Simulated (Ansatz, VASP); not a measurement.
# Cross-check of AlN between VASP and Ansatz, part 2 of 2

One calculation is typed for both programs; each brings its own data sets and cutoff. How far apart do they land? The cell is taken from a series of VASP runs on this material, whose earlier steps may have relaxed, scaled or displaced it; both programs get it as it stands.

VASP 6.6.1 and Ansatz 0.2.0.

So far. Step 2 (VASP: band structure, PBEsol): The run ends at a pressure of 1.32 GPa.

### Step 6. Ansatz: single point, PBEsol

Level of this step: Ansatz beside VASP: Kohn-Sham DFT, plane waves, PBEsol (Ansatz).

With cell and atoms fixed, the geometry can't cause a difference; cores, projectors, grids and the points listed under the comparison can.

The cell is taken from a series of VASP runs on this material, whose earlier steps may have relaxed, scaled or displaced it; both programs get it as it stands.

input.yaml reads:

```yaml
crystal:
  lattice:
    - [0.0, 2.183994, 2.183994]
    - [2.183994, 0.0, 2.183994]
    - [2.183994, 2.183994, 0.0]
  atoms:
    - { symbol: Al, position: [0.0, 0.0, 0.0] }
    - { symbol: "N", position: [0.75, 0.75, 0.75] }
hamiltonian:
  xc: pbesol
  pseudopotentials: { kind: paw }
kpoints:
  mp_grid: { grid: [10, 10, 10] }
scf:
  occupations: { method: gaussian, width: 0.02 }
  n_extra_bands: 4
output:
  forces: true
  stress: true
  eigenvalues: true
  write_density: true
  write_potential: true
  elf: true
  volumetric_format: npy
```

Run with:

```
$ ansatz run input.yaml --threads 2 --pin off --max-ram 4608MiB --backend cpu --events-out ev --progress --plain --runs-dir out
```

Numbers of over 12 decimals in the logs are rounded to 6 here.

What it wrote:

```text
[...]
Crystal: 2 atoms, lattice volume = 20.835 Å³
Basis set: ecut = 420 eV, 411 PW (Γ), exchange–correlation on 48×48×48 points (8 copies of the dense FFT grid, shifted against one another)
Bands: 8, of which v1, the nominal top of the filled ones, is band 4 counted from 1 (3 counted from 0)
Symmetry: 24 space group operations
[...]
k-points: 47 of 1000 (time reversal used)
[...]
Free energy (F): -905.913159 eV
[...]
Internal energy: -905.913159 eV  (E = F + TS)
E sigma→0 (E₀):  -905.913159 eV
Fermi energy:    8.470314 eV
[...]
--- Stress (GPa, compression-positive) ---
        1.349248      -0.000000      -0.000000
       -0.000000       1.349248       0.000000
        0.000000       0.000000       1.349248
  P = ⅓ Tr σ = 1.3492 GPa (13.492 kbar)
--- Band table (eV; the first three rows and the last of 47) ---
[...]
[key lines of the parts left out:]
SCF converged after 6 iterations
```

Wall time 1.6 s (2 threads of Arm Neoverse N1, shared host); peak memory 0.25 GiB; 2.5 s of CPU time.

The run ends at a pressure of 1.35 GPa.

### Step 7. VASP: single point, PBEsol

The same cell, functional, mesh and smearing now go to VASP, with its own data sets and cutoff.

INCAR reads:

```
SYSTEM = AlN
PREC = Accurate
ENCUT = 520
EDIFF = 1E-08
NELM = 100
ISMEAR = 0
SIGMA = 0.02
LREAL = .FALSE.
ALGO = Normal
GGA = PS
NBANDS = 10
LORBIT = 11
LWAVE = .FALSE.
LCHARG = .FALSE.
KPAR = 4
```

POSCAR reads:

```
AlN
1.0
    0.0000000000      2.1839940000      2.1839940000
    2.1839940000      0.0000000000      2.1839940000
    2.1839940000      2.1839940000      0.0000000000
Al N
1 1
Direct
    0.0000000000      0.0000000000      0.0000000000
    0.7500000000      0.7500000000      0.7500000000
```

KPOINTS reads:

```
Automatic mesh
0
Gamma
10 10 10
0 0 0
```

KPOINTS_OPT reads:

```
points round the band edges
26
Reciprocal
  0.0000000000   0.0000000000   0.0000000000 1
  0.5000000000   0.5000000000   0.0000000000 1
 -0.0000000000  -0.0027807475  -0.0027807475 1
  0.0000000000   0.0027807475   0.0027807475 1
 -0.0027807475   0.0000000000  -0.0027807475 1
  0.0027807475   0.0000000000   0.0027807475 1
 -0.0027807475  -0.0027807475   0.0000000000 1
  0.0027807475   0.0027807475   0.0000000000 1
 -0.0000000000  -0.0104278032  -0.0104278032 1
  0.0000000000   0.0104278032   0.0104278032 1
 -0.0104278032   0.0000000000  -0.0104278032 1
  0.0104278032   0.0000000000   0.0104278032 1
 -0.0104278032  -0.0104278032   0.0000000000 1
  0.0104278032   0.0104278032   0.0000000000 1
  0.5000000000   0.4972192525  -0.0027807475 1
  0.5000000000   0.5027807475   0.0027807475 1
  0.4972192525   0.5000000000  -0.0027807475 1
  0.5027807475   0.5000000000   0.0027807475 1
  0.4972192525   0.4972192525   0.0000000000 1
  0.5027807475   0.5027807475   0.0000000000 1
  0.5000000000   0.4895721968  -0.0104278032 1
  0.5000000000   0.5104278032   0.0104278032 1
  0.4895721968   0.5000000000  -0.0104278032 1
  0.5104278032   0.5000000000   0.0104278032 1
  0.4895721968   0.4895721968   0.0000000000 1
  0.5104278032   0.5104278032   0.0000000000 1
```

PAW data sets: Al and N (PBE family, release 64).

Run with:

```
$ mpirun -np 4 vasp_std
```

What it wrote:

```text
[banner, memory and clock lines left out]
running    4 mpi-ranks, on    1 nodes
[...]
[... a notice as in an earlier step ...]

 LDA part: xc-table for (Slater+PW92), standard interpolation
 POSCAR, INCAR and KPOINTS ok, starting setup
[...]
entering main loop
       N       E                     dE             d eps       ncg     rms          rms(c)
DAV:   1     0.918563974401E+01    0.91856E+01   -0.39765E+03   956   0.666E+02
DAV:   2    -0.169385701618E+02   -0.26124E+02   -0.25040E+02  1100   0.140E+02
DAV:   3    -0.178385924048E+02   -0.90002E+00   -0.89883E+00  1118   0.258E+01
DAV:   4    -0.178431403996E+02   -0.45480E-02   -0.45478E-02  1078   0.195E+00
[...]
DAV:  11    -0.156107243750E+02   -0.10680E-07   -0.99267E-07  1092   0.992E-03    0.109E-02
DAV:  12    -0.156107244424E+02   -0.67397E-07   -0.15311E-07  1036   0.380E-03    0.780E-04
DAV:  13    -0.156107244409E+02    0.14320E-08   -0.48355E-08  1002   0.121E-03
   1 F= -.15610724E+02 E0= -.15610724E+02  d E =-.106931E-43
 Start KPOINTS_OPT (optional k-point list driver)
k-point batch [1-26\26]
       N       E                     dE             ncg
DAV:   1     0.135503580166E+04   -0.40449E+04      520
DAV:   2     0.619720352930E+03   -0.73532E+03      730
DAV:   3     0.599811641590E+03   -0.19909E+02      630
DAV:   4     0.599720112393E+03   -0.91529E-01      648
DAV:   5     0.599718944924E+03   -0.11675E-02      636
DAV:   6     0.599718926767E+03   -0.18158E-04      652
DAV:   7     0.599718926500E+03   -0.26623E-06      640
DAV:   8     0.599718926494E+03   -0.63442E-08      560
```

Parts of OUTCAR (step 7):

```text
  Total        0.1742836      0.1742836      0.1742836      0.0000000      0.0000000      0.0000000
  in kB       13.4024084     13.4024084     13.4024084      0.0000000      0.0000000      0.0000000
  external PRESSURE =      13.4024084 kB  Pullay stress =       0.0000000 kB

 POSITION                                       TOTAL-FORCE (eV/Angst)
 -----------------------------------------------------------------------------------
      0.00000      0.00000      0.00000        -0.000000     -0.000000     -0.000000
      3.27599      3.27599      3.27599         0.000000      0.000000      0.000000
 -----------------------------------------------------------------------------------
    total drift:                               -0.000000     -0.000000     -0.000000

  FREE ENERGIE OF THE ION-ELECTRON SYSTEM (eV)
  ---------------------------------------------------
  free  energy   TOTEN  =       -15.6107244409 eV

  energy  without entropy=      -15.6107244409  energy(sigma->0) =      -15.61072444

[... 1 part as in an earlier step ...]

[... 2 further parts left out ...]
[key lines of the parts left out:]
E-fermi :   6.0688
```

The run ends at a pressure of 1.34 GPa.

### Step 8. Differences

The two programs side by side:

```
                                        quantity  Ansatz   VASP  difference
                                  pressure (GPa)    1.35   1.34       +0.01
pressure without Ansatz's Pulay correction (GPa)    0.82   1.34       -0.52
                          gap on the k mesh (eV)   3.196  3.187      +0.009
```

A gap on the mesh is an upper bound, since the band edges may lie between its points. Ansatz's pressure holds a Pulay correction of 0.53 GPa; VASP's holds none.

### Step 9. Summary of results

```yaml
difference_in_gap_over_the_path_points_band_structure_pbesol: 0.0088 eV
difference_in_gap_on_the_k_mesh_single_point_pbesol: 0.0087 eV
```

In words: The difference in gap over the path points is 0.0088 eV (band structure, PBEsol), within the 0.08 eV picked in this series as the mark of a large difference. Band structure, PBEsol, Ansatz's all-electron LAPW method: the difference in pressure goes from 0.029 to -0.12 GPa; the difference in gap over the path points goes from 0.0088 to 0.0037 eV. 1 further run of this series is not shown here. How closely two codes agree says nothing of how well the functional describes the real material.

[Lines on the potential files, build, host, timing and source positions are cut from VASP's logs without a mark.]

[Logs are printed without paths, hosts, clocks, repeated set-up lines and the standing remarks that a program may print on its own settings, such as how far it seeks lower states.]

[Hosts, paths, dates, database ids (printed as entryN), source tags and the programs' standing remarks are cut or masked in the printed files.]
